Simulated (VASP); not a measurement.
# Zn in VASP: a series of runs

One slab, Zn, is run at these levels: PBE; tasks: work function.

Program: VASP 6.6.1. These are calculated values, not measurements. Logs are shortened: lines on timing, memory, paths and dates and some standing lists are left out, and cuts for length are marked.

## Step 1: The slab as given

The cell holds a slab with vacuum, 6 atoms: a = 2.617 Å, b = 2.619 Å, c = 27.159 Å, α = 90.00°, β = 90.00°, γ = 119.98°.

The slab is cut from a database's or a generator's crystal, which needn't be the stable form of the element.

## Step 2: Work function, PBE

File INCAR:

```
PREC = Accurate
ENCUT = 520
EDIFF = 1E-7
ISMEAR = -1
SIGMA = 0.05
LREAL = F
LASPH = T
NELM = 60
ALGO = Normal
ISIF = 2
LWAVE = F
LCHARG = F
LDIPOL = T
IDIPOL = 3
DIPOL = 0.5 0.5 0.500
GGA = PE
EFIELD = -0.3
LVHAR = T
LVACPOTAV = T
```

File KPOINTS:

```
Automatic mesh
0
Gamma
  12 12 1
```

File POSCAR:

```
Zn
1.0
    2.6169740200      0.0000000000      0.0000000000
   -1.3084870100      2.2681701736      0.0000000000
    0.0000000000      0.0000000000     27.1587934876
Zn
6
Direct
    0.3393536486      0.6787072973      0.2761536518
    0.0115275509      0.0230551018      0.3651252919
    0.3508811995      0.7017623991      0.4550417640
    0.6902348482      0.3804696963      0.5449582360
    0.3624087504      0.7248175009      0.6339298761
    0.7017623991      0.4035247981      0.7238463482
```

Potentials or basis: VASP PAW PBE potentials, release 64 (Zn).

Run with:

```bash
$ cat potpaw_PBE.64/Zn/POTCAR > POTCAR
$ mpirun -np 1 vasp_std > vasp.out
```

OUTCAR:

```text
PREC = Accurate
   ENCUT = 520
   EDIFF = 1E-7
   ISMEAR = -1
   LREAL = F
   LASPH = T
   NELM = 60
   ISIF = 2
   GGA = PE

 ion  position               nearest neighbor table
   1  0.339  0.679  0.276-   2 2.84   2 2.86   2 2.86
   2  0.012  0.023  0.365-   1 2.84   1 2.86   1 2.86   3 2.86   3 2.86   3 2.89
   3  0.351  0.702  0.455-   4 2.86   4 2.86   2 2.86   2 2.86   4 2.89   2 2.89
   4  0.690  0.380  0.545-   5 2.84   5 2.86   5 2.86   3 2.86   3 2.86   3 2.89
   5  0.362  0.725  0.634-   4 2.84   4 2.86   4 2.86   6 2.86   6 2.86   6 2.89
   6  0.702  0.404  0.724-   5 2.86   5 2.86   5 2.89

  LATTYP: Found a base centered orthorhombic cell.
 ALAT       =     2.6169740200
 B/A-ratio  =     1.7334296453
 C/A-ratio  =    10.3779377556

  Lattice vectors:

 A1 = (   1.3084870100,  -2.2681701736,   0.0000000000)
 A2 = (   1.3084870100,   2.2681701736,   0.0000000000)
 A3 = (   0.0000000000,   0.0000000000,  27.1587934876)

Analysis of symmetry for initial positions (statically):
=====================================================================
 Subroutine PRICEL returns:
 Original cell was already a primitive cell.

 Routine SETGRP: Setting up the symmetry group for a
 base centered orthorhombic supercell.

 Subroutine GETGRP returns: Found  2 space group operations
 (whereof  2 operations were pure point group operations)
 out of a pool of  8 trial point group operations.

The static configuration has the point symmetry C_1h.

Analysis of symmetry for dynamics (positions and initial velocities):
=====================================================================
 An external electric field (EFIELD) may reduce the allowed symmetry operations
 Subroutine PRICEL returns:
 Original cell was already a primitive cell.

 Routine SETGRP: Setting up the symmetry group for a
 base centered orthorhombic supercell.

 Subroutine GETGRP returns: Found  2 space group operations
 (whereof  2 operations were pure point group operations)
 out of a pool of  8 trial point group operations.

The dynamic configuration has the point symmetry C_1h.

 Subroutine INISYM returns: Found  2 space group operations
 (whereof  2 operations are pure point group operations),
 and found     1 'primitive' translations

----------------------------------------------------------------------------------------

                                     Primitive cell

  volume of cell :     161.2076
[... 102 lines left out ...]
   NFREE  =      0    steps in history (QN), initial steepest desc. (CG)
   ISIF   =      2    stress and relaxation
   ISYM   =      2    0-nonsym 1-usesym 2-fastsym
   POTIM  = 0.5000    time-step for ionic-motion
   TEBEG  =    0.0;   TEEND  =   0.0 temperature during run
   PSTRESS=    0.0 pullay stress
   NELECT =      72.0000    total number of electrons
   NUPDOWN=      -1.0000    fix difference up-down
   EMIN   =  10.00;   EMAX   =-10.00  energy-range for DOS
   EFERMI =   0.00;   METHOD = LEGACY
   ISMEAR =    -1;   SIGMA  =   0.05  broadening in eV -4-tet -1-fermi 0-gaus
   EFERMI_NEDOS =   21; number of points for ismear=-14 and -15
   IALGO  =     38    algorithm
   IMIX   =      4    mixing-type and parameters
     AMIX     =   0.40;   BMIX     =  1.00
     AMIX_MAG =   1.60;   BMIX_MAG =  1.00
  volume/ion in A,a.u.               =      26.87       181.31
  Fermi-wavevector in a.u.,A,eV,Ry     =   1.251384  2.364772 21.306195  1.565961
  Thomas-Fermi vector in A             =   2.385334
   LORBIT       =      0    0 simple, 1 ext, 2 COOP (PROOUT), +10 PAW based schemes
   GGA     = PE    functional components
   LHFCALC =     F    Hartree Fock is set to
   AEXX    =    0.0000 exact exchange contribution
   IVDW    =     0    specifies the selected vdW correction
   LEPSILON=     F    determine dielectric tensor
   LRPA    =     F    only Hartree local field effects (RPA)
 non-spin polarized calculation
  energy-cutoff  :      520.00
  volume of cell :      161.21
 maximum number of plane-waves:      4405
   NGX =  9   NGY =  9   NGZ =101

 dipolmoment           0.000000      0.000000      0.000000 electrons x Angstroem

 number of electron      71.9999977 magnetization

 dipolmoment           0.000000      0.000000     -0.150991 electrons x Angstroem

 Free energy of the ion-electron system (eV)
  ---------------------------------------------------
  ext. energy  EPLUGINS =         0.00000000
  ---------------------------------------------------
  free energy    TOTEN  =        -6.39209304 eV

  energy without entropy =       -6.38001557  energy(sigma->0) =       -6.38605431

 E-fermi :   0.0546     XC(G=0):  -6.9684

 val. band max:        0.0315481557   @ k =  -0.3333   0.1667   0.0000
 cond. band min:       0.0799942354   @ k =   0.0000   0.5000   0.0000
 fundamental gap:      0.0484460797
 Fermi energy:         0.0546376829

 k-point     1 :       0.0000    0.0000    0.0000
  band No.  band energies     occupation
      1     -10.7545      2.00000
      2     -10.2851      2.00000
      3      -9.6121      2.00000
      4      -9.0974      2.00000
      5      -8.8500      2.00000
      6      -8.8287      2.00000
[... 1093 lines left out ...]
     42       3.5613      0.00000
     43       5.2758      0.00000

 [... further k-points ...]

------------------------ aborting loop because EDIFF is reached ----------------------------------------

  FORCE on cell =-STRESS in cart. coord.  units (eV):
  Direction    XX          YY          ZZ          XY          YZ          ZX
  --------------------------------------------------------------------------------------
  -------------------------------------------------------------------------------------
  Total        0.9971421      1.0237319      2.2764837      0.0000000     -0.1356514      0.0000000
  in kB        9.9101928     10.1744588     22.6250532      0.0000000     -1.3481847      0.0000000
  external PRESSURE =      14.2365683 kB  Pullay stress =       0.0000000 kB

 VOLUME and BASIS-vectors are now :
 -----------------------------------------------------------------------------
  energy-cutoff  :      520.00
  volume of cell :      161.21
      direct lattice vectors                 reciprocal lattice vectors
     2.616974020  0.000000000  0.000000000     0.382120721  0.220442013  0.000000000
    -1.308487010  2.268170174  0.000000000     0.000000000  0.440884027  0.000000000
     0.000000000  0.000000000 27.158793488     0.000000000  0.000000000  0.036820487

 POSITION                                       TOTAL-FORCE (eV/Angst)
 -----------------------------------------------------------------------------------
     -0.00000      1.53942      7.50000        -0.000000      0.012217     -0.210318
      0.00000      0.05229      9.91636         0.000000     -0.003356      0.017856
     -0.00000      1.59172     12.35839         0.000000     -0.000199      0.002650
      1.30849      0.86297     14.80041         0.000000      0.004897     -0.014796
     -0.00000      1.64401     17.21677         0.000000     -0.002509      0.033112
      1.30849      0.91526     19.65879        -0.000000     -0.011050      0.171496
 -----------------------------------------------------------------------------------
    total drift:                                0.000000      0.001784      0.002731

  FREE ENERGIE OF THE ION-ELECTRON SYSTEM (eV)
  ---------------------------------------------------
  free  energy   TOTEN  =        -6.3920930382 eV

  energy  without entropy=       -6.3800155720  energy(sigma->0) =       -6.38605431
```

Run time: 13 min. Hardware: 1 thread of Intel Xeon Platinum 8559C (Emerald Rapids), shared host; peak memory 0.37 GiB.

What came out:

```
Free energy            : -6.3921 eV
Largest force          : 0.211 eV/Å
Band gap on the k mesh : none (metal or under the smearing width)
```

Forces on the atoms (eV/Å):
```
Zn   0.000  0.012 -0.210
Zn   0.000 -0.003  0.018
Zn   0.000  0.000  0.003
Zn   0.000  0.005 -0.015
Zn   0.000 -0.003  0.033
Zn   0.000 -0.011  0.171
```

## Step 3: Work function, PBE

INCAR: that of step 2 with these lines changed.

```diff
@@ -16,3 +16,3 @@
 GGA = PE
-EFIELD = -0.3
+EFIELD = -0.1
 LVHAR = T
```

KPOINTS is that of step 2.

POSCAR is that of step 2.

Potentials or basis: VASP PAW PBE potentials, release 64 (Zn).

Run with:

```bash
$ cat potpaw_PBE.64/Zn/POTCAR > POTCAR
$ mpirun -np 1 vasp_std > vasp.out
```

OUTCAR:

```text
PREC = Accurate
   ENCUT = 520
   EDIFF = 1E-7
   ISMEAR = -1
   LREAL = F
   LASPH = T
   NELM = 60
   ISIF = 2
   GGA = PE

 ion  position               nearest neighbor table
   1  0.339  0.679  0.276-   2 2.84   2 2.86   2 2.86
   2  0.012  0.023  0.365-   1 2.84   1 2.86   1 2.86   3 2.86   3 2.86   3 2.89
   3  0.351  0.702  0.455-   4 2.86   4 2.86   2 2.86   2 2.86   4 2.89   2 2.89
   4  0.690  0.380  0.545-   5 2.84   5 2.86   5 2.86   3 2.86   3 2.86   3 2.89
   5  0.362  0.725  0.634-   4 2.84   4 2.86   4 2.86   6 2.86   6 2.86   6 2.89
   6  0.702  0.404  0.724-   5 2.86   5 2.86   5 2.89

  LATTYP: Found a base centered orthorhombic cell.
 ALAT       =     2.6169740200
 B/A-ratio  =     1.7334296453
 C/A-ratio  =    10.3779377556

  Lattice vectors:

 A1 = (   1.3084870100,  -2.2681701736,   0.0000000000)
 A2 = (   1.3084870100,   2.2681701736,   0.0000000000)
 A3 = (   0.0000000000,   0.0000000000,  27.1587934876)

Analysis of symmetry for initial positions (statically):
=====================================================================
 Subroutine PRICEL returns:
 Original cell was already a primitive cell.

 Routine SETGRP: Setting up the symmetry group for a
 base centered orthorhombic supercell.

 Subroutine GETGRP returns: Found  2 space group operations
 (whereof  2 operations were pure point group operations)
 out of a pool of  8 trial point group operations.

The static configuration has the point symmetry C_1h.

Analysis of symmetry for dynamics (positions and initial velocities):
=====================================================================
 An external electric field (EFIELD) may reduce the allowed symmetry operations
 Subroutine PRICEL returns:
 Original cell was already a primitive cell.

 Routine SETGRP: Setting up the symmetry group for a
 base centered orthorhombic supercell.

 Subroutine GETGRP returns: Found  2 space group operations
 (whereof  2 operations were pure point group operations)
 out of a pool of  8 trial point group operations.

[... 136 lines left out ...]
   IVDW    =     0    specifies the selected vdW correction
   LEPSILON=     F    determine dielectric tensor
   LRPA    =     F    only Hartree local field effects (RPA)
 non-spin polarized calculation
  energy-cutoff  :      520.00
  volume of cell :      161.21
 maximum number of plane-waves:      4405
   NGX =  9   NGY =  9   NGZ =101

 dipolmoment           0.000000      0.000000      0.064627 electrons x Angstroem

 number of electron      71.9999977 magnetization

 dipolmoment           0.000000      0.000000     -0.050558 electrons x Angstroem

 Free energy of the ion-electron system (eV)
  ---------------------------------------------------
  ext. energy  EPLUGINS =         0.00000000
  ---------------------------------------------------
  free energy    TOTEN  =        -6.37194237 eV

  energy without entropy =       -6.35986126  energy(sigma->0) =       -6.36590181

 E-fermi :   0.0596     XC(G=0):  -6.9676

 val. band max:        0.0363275102   @ k =  -0.3333   0.1667   0.0000
 cond. band min:       0.0847890349   @ k =   0.0000   0.5000   0.0000
 fundamental gap:      0.0484615248
 Fermi energy:         0.0595513473

 k-point     1 :       0.0000    0.0000    0.0000
  band No.  band energies     occupation
      1     -10.7498      2.00000
      2     -10.2803      2.00000
      3      -9.6077      2.00000
      4      -9.0929      2.00000
      5      -8.8411      2.00000
      6      -8.8293      2.00000
[... 1093 lines left out ...]
     42       3.5652      0.00000
     43       5.2796      0.00000

 [... further k-points ...]

------------------------ aborting loop because EDIFF is reached ----------------------------------------

  FORCE on cell =-STRESS in cart. coord.  units (eV):
  Direction    XX          YY          ZZ          XY          YZ          ZX
  --------------------------------------------------------------------------------------
  -------------------------------------------------------------------------------------
  Total        1.0307408      1.0575080      2.3319673      0.0000000     -0.1356210      0.0000000
  in kB       10.2441166     10.5101450     23.1764818      0.0000000     -1.3478826      0.0000000
  external PRESSURE =      14.6435811 kB  Pullay stress =       0.0000000 kB

 VOLUME and BASIS-vectors are now :
 -----------------------------------------------------------------------------
  energy-cutoff  :      520.00
  volume of cell :      161.21
      direct lattice vectors                 reciprocal lattice vectors
     2.616974020  0.000000000  0.000000000     0.382120721  0.220442013  0.000000000
    -1.308487010  2.268170174  0.000000000     0.000000000  0.440884027  0.000000000
     0.000000000  0.000000000 27.158793488     0.000000000  0.000000000  0.036820487

 POSITION                                       TOTAL-FORCE (eV/Angst)
 -----------------------------------------------------------------------------------
     -0.00000      1.53942      7.50000        -0.000000      0.012222     -0.210603
      0.00000      0.05229      9.91636         0.000000     -0.003344      0.020338
     -0.00000      1.59172     12.35839         0.000000     -0.000222      0.001699
      1.30849      0.86297     14.80041        -0.000000      0.004902     -0.015432
     -0.00000      1.64401     17.21677         0.000000     -0.002525      0.035383
      1.30849      0.91526     19.65879        -0.000000     -0.011034      0.168615
 -----------------------------------------------------------------------------------
    total drift:                                0.000000      0.001789      0.002764

  FREE ENERGIE OF THE ION-ELECTRON SYSTEM (eV)
  ---------------------------------------------------
  free  energy   TOTEN  =        -6.3719423721 eV

  energy  without entropy=       -6.3598612558  energy(sigma->0) =       -6.36590181

 vacuum level on the upper side and lower side of the slab         4.613         3.594
```

OSZICAR:

```text
N       E                     dE             d eps       ncg     rms          rms(c)
DAV:   1     0.499773964352E+03    0.49977E+03   -0.35910E+04  3722   0.223E+03
DAV:   2     0.390355649256E+02   -0.46074E+03   -0.45163E+03  3698   0.465E+02
DAV:   3    -0.620626300269E+01   -0.45242E+02   -0.44879E+02  3903   0.159E+02
[... 22 lines left out ...]
DAV:  26    -0.637194067584E+01   -0.23576E-05   -0.13409E-07  2396   0.855E-03    0.271E-04
DAV:  27    -0.637194167456E+01   -0.99872E-06   -0.39322E-08  2245   0.552E-03    0.508E-04
DAV:  28    -0.637194211919E+01   -0.44463E-06   -0.43796E-08  2323   0.220E-03    0.272E-04
DAV:  29    -0.637194230659E+01   -0.18739E-06   -0.19240E-08  2169   0.402E-03    0.170E-04
DAV:  30    -0.637194237213E+01   -0.65547E-07   -0.79695E-09  2169   0.117E-03
   1 F= -.63719424E+01 E0= -.63659018E+01  d E =-.120811E-01
```

Wall time 6.7 min (1 thread of Intel Xeon Platinum 8559C (Emerald Rapids), shared host); peak memory 0.39 GiB.

What came out:

| Property | Result |
| --- | --- |
| Free energy | -6.3719 eV |
| Largest force | 0.211 eV/Å |
| Band gap on the k mesh | none (metal or under the smearing width) |
| Work function of the upper face | 4.55 eV |
| Work function of the lower face | 3.53 eV |

Forces in eV/Å, atoms in the order of the input:
```
Zn   0.000  0.012 -0.211
Zn   0.000 -0.003  0.020
Zn   0.000  0.000  0.002
Zn   0.000  0.005 -0.015
Zn   0.000 -0.003  0.035
Zn   0.000 -0.011  0.169
```
